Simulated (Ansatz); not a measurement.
# Cs2AgBiBr6 (Fm-3m) in Ansatz: settings compared

The runs below take Cs2AgBiBr6 through relaxation of cell and atoms, with PBEsol, PBEsol+D3(BJ), PBEsol+D3(BJ)-ATM, PBEsol+D4.

All numbers are computed with Ansatz 0.2.0; they aren't measurements. Logs are shortened: lines on timing, memory, paths and dates and some standing lists are left out, and cuts for length are marked.

**1. The structure**

Symmetry: Fm-3m, No. 225, cubic system. The conventional cell has a = 11.232 Å, b = 11.232 Å, c = 11.232 Å, α = 90.00°, β = 90.00°, γ = 90.00°. Bi (site symmetry m-3m) has 6 Br at 2.81 Å as nearest neighbours. Around Cs (site symmetry -43m) lie 12 Br at 3.97 Å. Ag (site symmetry m-3m) is surrounded by 6 Br at 2.80 Å. Br (site symmetry 4mm) has 1 Ag at 2.80 Å and 1 Bi at 2.81 Å as nearest neighbours.

**2. Relaxation of cell and atoms, PBEsol**

input.yaml reads:

```yaml
crystal:
  lattice:
    - [0.0, 5.6161, 5.6161]
    - [5.6161, 0.0, 5.6161]
    - [5.6161, 5.6161, 0.0]
  atoms:
    - { symbol: Bi, position: [0.0, 0.0, 0.0] }
    - { symbol: Cs, position: [0.75, 0.75, 0.75] }
    - { symbol: Cs, position: [0.25, 0.25, 0.25] }
    - { symbol: Ag, position: [0.5, 0.5, 0.5] }
    - { symbol: Br, position: [0.74945, 0.74945, 0.25055] }
    - { symbol: Br, position: [0.25055, 0.25055, 0.74945] }
    - { symbol: Br, position: [0.74945, 0.25055, 0.25055] }
    - { symbol: Br, position: [0.74945, 0.25055, 0.74945] }
    - { symbol: Br, position: [0.25055, 0.74945, 0.74945] }
    - { symbol: Br, position: [0.25055, 0.74945, 0.25055] }
hamiltonian:
  xc: pbesol
  pseudopotentials: { kind: paw }
kpoints:
  mp_grid: { grid: [4, 4, 4] }
scf:
  occupations: { method: fermi_dirac, width: 0.05 }
output:
  forces: true
  stress: true
  eigenvalues: true
relax:
  f_tol: 0.01
  max_steps: 40
  cell: { stress_tol: 0.05 }
```

Potentials or basis: Ansatz PAW.

On the command line:

```console
$ ansatz run input.yaml --threads 4 --pin off --max-ram 11264MiB --backend cpu --events-out ev --progress --plain --runs-dir out
```

The program printed:

```text
Warning: RAYON_NUM_THREADS=4 ignored (pool sized by the plan → 4); use --threads N
Engine: ansatz 0.2.0, aarch64-unknown-linux-gnu
Pseudopotentials: kind: paw
Pseudopotential: Bi, paw, valence charge 15, recommended cutoff 420 eV (normal), Bi.paw.azcp
Pseudopotential: Cs, paw, valence charge 9, recommended cutoff 420 eV (normal), Cs.paw.azcp
Pseudopotential: Ag, paw, valence charge 19, recommended cutoff 420 eV (normal), Ag.paw.azcp
Pseudopotential: Br, paw, valence charge 7, recommended cutoff 420 eV (normal), Br.paw.azcp
Functional definition: PBEsol
  exchange = pbesol_x
  correlation = pbesol_c
Crystal: 10 atoms, lattice volume = 354.270 Å³
Basis set: ecut = 420 eV, 6879 PW (Γ), exchange–correlation on 108×108×108 points (8 copies of the dense FFT grid, shifted against one another)
Bands: 57, of which v1, the nominal top of the filled ones, is band 47 counted from 1 (46 counted from 0)
Symmetry: 48 space group operations
Space group: Fm-3m (ITA 225), of the structure as read, at distance tolerance 7.1e-5 Å
k-points: 8 of 64
Non-local potential: Bi, projectors of the file, l = 0: 2, l = 1: 2, l = 2: 2, l = 3: 2
Non-local potential: Cs, projectors of the file, l = 0: 3, l = 1: 2, l = 2: 2, l = 3: 2
Non-local potential: Ag, projectors of the file, l = 0: 3, l = 1: 2, l = 2: 2, l = 3: 1
Non-local potential: Br, projectors of the file, l = 0: 2, l = 1: 2, l = 2: 2
PAW form: soft (Blöchl's): semilocal exchange-correlation on the pseudo side does not see the compensation charge
PAW frozen core: Bi, regenerated for the run's functional, and the local potential with it (the file was generated under x = pbe(κ = 0.804, μ = 0.2195149727645171), c = pbe(β = 0.06672455060314922))
PAW frozen core: Cs, regenerated for the run's functional, and the local potential with it (the file was generated under x = pbe(κ = 0.804, μ = 0.2195149727645171), c = pbe(β = 0.06672455060314922))
PAW frozen core: Ag, regenerated for the run's functional, and the local potential with it (the file was generated under x = pbe(κ = 0.804, μ = 0.2195149727645171), c = pbe(β = 0.06672455060314922))
PAW frozen core: Br, regenerated for the run's functional, and the local potential with it (the file was generated under x = pbe(κ = 0.804, μ = 0.2195149727645171), c = pbe(β = 0.06672455060314922))
PAW one-centre angular grid: Bi, 590 points (default); XC on 64 Gauss nodes
PAW one-centre angular grid: Cs, 194 points (default); XC on 64 Gauss nodes
PAW one-centre angular grid: Ag, 590 points (default); XC on 64 Gauss nodes
PAW one-centre angular grid: Br, 110 points (default); XC on 64 Gauss nodes
Initial density: superposition of atomic densities (neutral atoms: chi_scale 0, normalization atom), corrected by the library's trained network
Initial wavefunctions: pseudopotential atomic-orbital guess
Functional: x = pbesol(κ = 0.804, μ = 0.12345679012345678), c = pbesol(β = 0.046)
SCF iter   1: F=—  HF=-47365.879684 eV  |F-HF|=—  |Δ(HF+E_count)|=         —  Δρ=3.15e-3  dr2=4.43e-2  ethr=1.77e-3  ⟨swp⟩=11.1  Hψ=2330  notcnv=0  defer=6
preconditioner: auto → Resta (q_TF=auto, 2.187 Å⁻¹)  ε∞=3.7  [insulator: Δε(μ)=1.093 eV  Ē_g=10.105 eV  σ=0.050 eV  W_gap=1.00  n_scr=58 (ndim 8)  ℏωp=16.7 eV  f_vac=0.040  D(μ)=0.00/eV (n_scr^D=0)  ε∞_Penn≈3.7]
SCF iter   2: F=—  HF=-47365.875571 eV  |F-HF|=—  |Δ(HF+E_count)|=   4.11e-3  Δρ=1.23e-3  dr2=7.07e-3  ethr=4.71e-5  ⟨swp⟩=2.2  Hψ=931  notcnv=0  defer=15
SCF iter   3: F=—  HF=-47365.874649 eV  |F-HF|=—  |Δ(HF+E_count)|=   9.22e-4  Δρ=5.60e-4  dr2=1.11e-3  ethr=7.52e-6  ⟨swp⟩=2.0  Hψ=607  notcnv=0  defer=15
SCF iter   4: F=—  HF=-47365.874751 eV  |F-HF|=—  |Δ(HF+E_count)|=   1.02e-4  Δρ=1.65e-4  dr2=8.24e-5  ethr=1.18e-6  ⟨swp⟩=2.0  Hψ=792  notcnv=0  defer=15
SCF iter   5: F=—  HF=-47365.874757 eV  |F-HF|=—  |Δ(HF+E_count)|=   5.94e-6  Δρ=3.60e-5  dr2=7.01e-6  ethr=8.76e-8  ⟨swp⟩=2.0  Hψ=642  notcnv=0  defer=15
SCF iter   6: F=—  HF=-47365.874763 eV  |F-HF|=—  |Δ(HF+E_count)|=   5.68e-6  Δρ=1.00e-5  dr2=4.98e-7  ethr=7.46e-9  ⟨swp⟩=2.0  Hψ=698  notcnv=0  defer=15
SCF iter   7: F=-47365.874763 eV  HF=-47365.874763 eV  |F-HF|=6.17e-9  |Δ(HF+E_count)|=   3.55e-7  Δρ=1.93e-6  dr2=3.91e-8  ethr=1.06e-10  ⟨swp⟩=15.4  Hψ=2578  notcnv=0
SCF 1 converged in 7 iterations: F = -47365.874763 eV  dr2 = 3.91e-8
[... 45 lines left out ...]
SCF iter   5: F=-47365.909702 eV  HF=-47365.909702 eV  |F-HF|=2.18e-11  |Δ(HF+E_count)|=  1.46e-11  Δρ=7.06e-8  dr2=1.51e-11  ethr=1.00e-12  ⟨swp⟩=8.4  Hψ=1936  notcnv=0
SCF 5 converged in 5 iterations: F = -47365.909702 eV  dr2 = 1.51e-11
relax step   5: F+E_penalty+E_count = -47365.90970168 eV  Δ(F+E_penalty+E_count) = +3.749e-4 eV  max|allowed force component| = 3.438e-4 eV/Å  Δτ_max = 0.0000 Å  P = +0.003 GPa  Ω = 350.046 Å³  stress off target by 2.78e-3 GPa  SCF on the basis re-selected at this cell (its energy is not comparable with the rows above)  (5 SCF iters)
basis re-selected at this cell: Δ(F+E_penalty+E_count) = +3.749e-4 eV, ΔP = +0.001 GPa vs the last step (what re-selecting the basis moved, of the pressure what is left beyond the Pulay correction that the steps carried, after the strain that the cell walked since its last selection, with what the two solves' SCF thresholds leave and, on support functions, any second-order correction that the steps lacked; it is no measure of the basis error at this ecutwfc). This SCF's stress stands 2.78e-3 GPa from its target on what of the cell is left free (relax.cell.stress_tol is 5.00e-2 GPa) and its largest allowed force component is 3.44e-4 eV/Å (relax.f_tol is 1.00e-2 eV/Å): within both
SCF converged after 5 iterations
Free energy (F): -47365.909702 eV
Harris-Foulkes:  -47365.909702 eV  (|F-HF|=2.18e-11)
Internal energy: -47365.909699 eV  (E = F + TS)
E sigma→0 (E₀):  -47365.909700 eV
Entropy (-TS):   -0.000003 eV (-0.000 meV/atom)
Fermi energy:    5.029794 eV
--- Per-component energies (eV) ---
  E_band       = -799.730984
  E_kinetic    = 1914.296508
  E_local      = -8303.442767  (includes V_loc(G=0)·N_el)
  E_nonlocal   = 1136.277021
  E_hartree    = 3261.317733
  E_xc         = -2248.572391
  E_vxc        = -1253.660130  (∫ρ·V_xc dr)
  E_paw        = -37530.616594  (= ΣΔE_a)
  E_vpaw       = -815.836827  (= ΣTr[D̂ρ^β])
  E_aug_tail   = -0.000160  (compensation charges beyond the density's cutoff)
  E_ewald      = -5596.423482
  E_core_change = 1.254433  (= ΣΔE_core)
  E_smearing   = -0.000003  (= −TS)
  E_closure    = -0.000000  (closes the sum)
  Σ components = -47365.909702   (vs F -47365.909702, Δ=0.00e0)
--- Forces (eV/Å), atoms counted from 1 ---
  atom   1  Bi     0.00000000     0.00000000    -0.00000000
  atom   2  Cs     0.00000000     0.00000000     0.00000000
  atom   3  Cs    -0.00000000    -0.00000000    -0.00000000
  atom   4  Ag     0.00000000    -0.00000000     0.00000000
  atom   5  Br    -0.00000000    -0.00000000    -0.00034375
  atom   6  Br     0.00000000     0.00000000     0.00034375
  atom   7  Br     0.00034375     0.00000000     0.00000000
  atom   8  Br    -0.00000000    -0.00034375    -0.00000000
  atom   9  Br    -0.00034375    -0.00000000    -0.00000000
  atom  10  Br     0.00000000     0.00034375     0.00000000
  max |Σ_I F_I| component: 2.20e-17 eV/Å
--- Stress (GPa, compression-positive) ---
        0.002784      -0.000000      -0.000000
        0.000000       0.002784       0.000000
       -0.000000      -0.000000       0.002784
  P = ⅓ Tr σ = 0.0028 GPa (0.028 kbar)
--- Band table (eV; the first three rows and the last of 8) ---
  k-point 0: bands = ["-85.9060", "-49.4516", "-49.4516", "-49.4516", "-18.6236", "-18.6236", "-18.5833", "-18.5833", "-18.5833", "-16.2982", "-16.2911", "-10.4363", "-9.7980", "-9.7980", "-9.7980", "-9.5940", "-9.5940", "-6.0830", "-3.1946", "-3.1946", "-3.1946", "-3.1228", "-3.1228", "-3.1228", "0.0906", "0.0906", "0.0906", "0.4598", "0.4598", "0.9811", "0.9811", "0.9811", "1.2017", "2.3376", "2.3376", "2.3376", "2.5853", "2.5853", "2.5853", "2.8010", "2.8010", "2.8010", "3.2254", "3.2254", "3.2254", "3.8509", "3.8509", "6.5400", "6.5400", "6.5400", "7.9325", "8.8294", "8.8294", "9.4918", "9.6259", "9.7152", "9.7152"]
  k-point 1: bands = ["-85.9060", "-49.4516", "-49.4516", "-49.4516", "-18.6236", "-18.6236", "-18.5833", "-18.5833", "-18.5833", "-16.2970", "-16.2919", "-10.3830", "-9.8838", "-9.7784", "-9.7784", "-9.6167", "-9.6167", "-6.0143", "-3.1722", "-3.1722", "-3.1423", "-3.1204", "-3.1204", "-3.0927", "-0.3499", "-0.1110", "-0.1110", "0.9050", "0.9050", "0.9695", "1.0218", "1.0218", "1.5880", "2.1991", "2.1991", "2.2474", "2.5906", "2.5906", "2.6691", "2.8143", "2.8143", "2.8146", "2.9139", "2.9139", "3.1202", "3.4216", "3.4216", "6.0628", "7.2827", "7.2827", "8.5060", "9.1885", "9.1885", "9.4778", "9.9262", "10.0279", "10.0279"]
  k-point 2: bands = ["-85.9060", "-49.4516", "-49.4516", "-49.4516", "-18.6236", "-18.6236", "-18.5833", "-18.5833", "-18.5833", "-16.2943", "-16.2943", "-10.3043", "-9.9940", "-9.7508", "-9.7508", "-9.6475", "-9.6475", "-5.9449", "-3.1356", "-3.1356", "-3.1319", "-3.1319", "-3.0756", "-3.0753", "-0.6403", "-0.2125", "-0.2125", "0.9801", "1.0495", "1.0495", "1.5316", "1.5316", "1.5484", "2.1000", "2.1000", "2.1066", "2.1066", "2.3665", "2.6169", "2.6169", "2.8781", "2.8902", "2.8960", "2.8960", "2.9467", "3.2163", "3.2163", "5.5785", "8.0076", "8.0076", "9.2802", "9.3952", "9.7682", "9.7682", "9.9398", "9.9398", "10.6024"]
  k-point 7: bands = ["-85.9060", "-49.4516", "-49.4516", "-49.4516", "-18.6236", "-18.6236", "-18.5833", "-18.5833", "-18.5833", "-16.2941", "-16.2941", "-10.2816", "-9.9254", "-9.8050", "-9.8050", "-9.6730", "-9.6270", "-5.9299", "-3.1118", "-3.1118", "-3.1071", "-3.1070", "-3.0804", "-3.0796", "-0.3875", "0.2449", "0.2449", "0.4124", "0.6559", "0.9756", "0.9756", "1.1021", "1.7095", "1.9235", "1.9235", "2.1234", "2.2920", "2.2920", "2.3385", "2.6668", "2.6668", "2.7409", "2.8464", "2.9570", "2.9570", "3.1964", "4.3826", "7.0075", "7.2703", "7.2703", "9.8186", "10.1270", "10.1270", "10.2235", "10.3730", "10.3757", "10.3757"]
--- Relaxed structure (4 steps of the walk, 4 accepted, 1 SCFs on fresh bases) ---
  F+E_penalty+E_count = -47365.90970168 eV   max|allowed force component| = 3.438e-4 eV/Å   (the final SCF, on the basis selected at the relaxed cell)
  cell:  # Å, volume = 350.0458 Å³
    - [2.6750703172701844e-34, 5.5936885221279, 5.5936885221279]
    - [5.5936885221279, 2.420301715625405e-34, 5.5936885221279]
    - [5.5936885221279, 5.5936885221279, 2.0381488131582358e-34]
  atoms:
    - { symbol: Bi, position: [-1.2258834057945902e-19, 1.0617887766725415e-20, 1.129357153369819e-19] }
    - { symbol: Cs, position: [0.7500000000000001, 0.7500000000000001, 0.7500000000000001] }
    - { symbol: Cs, position: [0.25, 0.25, 0.25] }
    - { symbol: Ag, position: [0.5, 0.5, 0.5] }
    - { symbol: Br, position: [0.7460857013978957, 0.7460857013978957, 0.25391429860210424] }
    - { symbol: Br, position: [0.25391429860210435, 0.25391429860210435, 0.7460857013978955] }
    - { symbol: Br, position: [0.7460857013978954, 0.2539142986021044, 0.2539142986021044] }
    - { symbol: Br, position: [0.7460857013978957, 0.25391429860210424, 0.7460857013978957] }
    - { symbol: Br, position: [0.25391429860210424, 0.7460857013978957, 0.7460857013978957] }
    - { symbol: Br, position: [0.25391429860210435, 0.7460857013978955, 0.2539142986021044] }
```

Run time: 14 s. Hardware: 4 threads of Arm Neoverse V2, shared host; peak memory 0.88 GiB.

What came out:

```yaml
Free_energy: -47365.9097 eV
Relaxed_volume: 35.00 Å³/atom
Relaxed_cell: a = 7.911 Å, b = 7.911 Å, c = 7.911 Å, α = 60.00°, β = 60.00°, γ = 60.00°
Space_group_after_relaxing_to_0.05_Å: Fm-3m (No. 225)
Energy_gained_by_relaxing: 3.5 meV/atom
Ionic_steps: 5
Pressure_after_relaxing: 0.0 GPa
Band_gap_on_the_k_mesh: 1.09 eV, indirect (least direct gap 2.33 eV)
```

Step by step:
```tsv
step	energy change (eV)	largest force (eV/Å)	volume (Å³)
1	0.0000	0.3019	354.27
2	-0.0302	0.0515	354.15
3	-0.0347	0.0046	351.53
4	-0.0353	0.0003	350.05
5	-0.0349	0.0003	350.05
```

Final structure:
```cif
data_structure
_symmetry_space_group_name_H-M 'P 1'
_symmetry_Int_Tables_number 1
_cell_length_a 7.9107
_cell_length_b 7.9107
_cell_length_c 7.9107
_cell_angle_alpha 60.000
_cell_angle_beta 60.000
_cell_angle_gamma 60.000
_cell_volume 350.05
loop_
_atom_site_label
_atom_site_type_symbol
_atom_site_fract_x
_atom_site_fract_y
_atom_site_fract_z
_atom_site_occupancy
Bi1 Bi 0.00000 0.00000 0.00000 1
Cs1 Cs 0.75000 0.75000 0.75000 1
Cs2 Cs 0.25000 0.25000 0.25000 1
Ag1 Ag 0.50000 0.50000 0.50000 1
Br1 Br 0.74609 0.74609 0.25391 1
Br2 Br 0.25391 0.25391 0.74609 1
Br3 Br 0.74609 0.25391 0.25391 1
Br4 Br 0.74609 0.25391 0.74609 1
Br5 Br 0.25391 0.74609 0.74609 1
Br6 Br 0.25391 0.74609 0.25391 1
```

Levels at points of the mesh, in eV from the valence-band top:
```
             k point  band 44  band 45  band 46  band 47  band 48  band 49  band 50  band 51
  (0.00, 0.00, 0.00)    -1.26    -1.26    -0.63    -0.63     2.06     2.06     2.06     3.45
 (0.00, 0.00, -0.50)    -1.59    -1.54    -1.27    -1.27     1.09     3.52     3.52     4.80
(0.00, -0.50, -0.50)    -1.63    -1.28    -0.64     0.00     2.58     2.58     2.95     4.47
```

Caveat: the plane-wave basis is chosen anew once the cell has moved, so the energies of steps on either side of that aren't comparable; spin-orbit coupling is left out, which as a rule narrows the gap of such compounds by several tenths of an eV; the PAW data sets come from PBE, with cores solved anew for the run's functional, which leaves a small shift of forces and pressure. Expect the measured gap to be larger: semilocal functionals such as PBEsol lack the derivative discontinuity.

**3. Relaxation of cell and atoms, PBEsol+D3(BJ)**

Changes to input.yaml since step 2:

```diff
@@ -19,2 +19,3 @@
   pseudopotentials: { kind: paw }
+  dispersion: d3bj
 kpoints:
@@ -27,2 +28,6 @@
   eigenvalues: true
+  write_density: true
+  write_potential: true
+  elf: true
+  volumetric_format: npy
 relax:
```

Potentials or basis: Ansatz PAW.

On the command line:

```console
$ ansatz run input.yaml --threads 4 --pin off --max-ram 11264MiB --backend cpu --events-out ev --progress --plain --runs-dir out
```

Wall time 15 s (4 threads of Arm Neoverse V2, shared host); peak memory 0.88 GiB.

The run converged. Its results:

| Item | Value |
| --- | --- |
| Free energy | -47368.3848 eV |
| Relaxed volume | 33.60 Å³/atom |
| Relaxed cell | a = 7.804 Å, b = 7.804 Å, c = 7.804 Å, α = 60.00°, β = 60.00°, γ = 60.00° |
| Space group after relaxing (to 0.05 Å) | Fm-3m (No. 225) |
| Energy gained by relaxing | 11.6 meV/atom |
| Ionic steps | 5 |
| Pressure after relaxing | 0.0 GPa |
| Band gap on the k mesh | 1.02 eV, indirect (least direct gap 2.33 eV) |

Step by step:
| step | energy change (eV) | largest force (eV/Å) | volume (Å³) |
| --- | --- | --- | --- |
| 1 | 0.0000 | 0.3042 | 354.27 |
| 2 | -0.1006 | 0.0221 | 343.80 |
| 3 | -0.1170 | 0.0021 | 333.68 |
| 4 | -0.1182 | 0.0006 | 336.05 |
| 5 | -0.1164 | 0.0007 | 336.05 |

Final structure:
```xyz
10
Lattice="0.0000 5.5181 5.5181 5.5181 0.0000 5.5181 5.5181 5.5181 0.0000" Properties=species:S:1:pos:R:3 pbc="T T T"
Bi    0.0000    0.0000    0.0000
Cs    8.2772    8.2772    8.2772
Cs    2.7591    2.7591    2.7591
Ag    5.5181    5.5181    5.5181
Br    5.5181    5.5181    8.2238
Br    5.5181    5.5181    2.8124
Br    2.8124    5.5181    5.5181
Br    5.5181    8.2238    5.5181
Br    8.2238    5.5181    5.5181
Br    5.5181    2.8124    5.5181
```

Levels at points of the mesh, in eV from the valence-band top:
| k point | band 44 | band 45 | band 46 | band 47 | band 48 | band 49 | band 50 | band 51 |
| --- | --- | --- | --- | --- | --- | --- | --- | --- |
| (0.00, 0.00, 0.00) | -1.42 | -1.42 | -0.69 | -0.69 | 1.96 | 1.96 | 1.96 | 3.36 |
| (0.00, 0.00, -0.50) | -1.77 | -1.67 | -1.40 | -1.40 | 1.02 | 3.56 | 3.56 | 4.71 |
| (0.00, -0.50, -0.50) | -1.81 | -1.44 | -0.70 | 0.00 | 2.53 | 2.53 | 2.93 | 4.59 |

Caveat: the plane-wave basis is chosen anew once the cell has moved, so the energies of steps on either side of that aren't comparable; spin-orbit coupling is left out, which as a rule narrows the gap of such compounds by several tenths of an eV; the PAW data sets come from PBE, with cores solved anew for the run's functional, which leaves a small shift of forces and pressure.

[end of part 1 of 2]
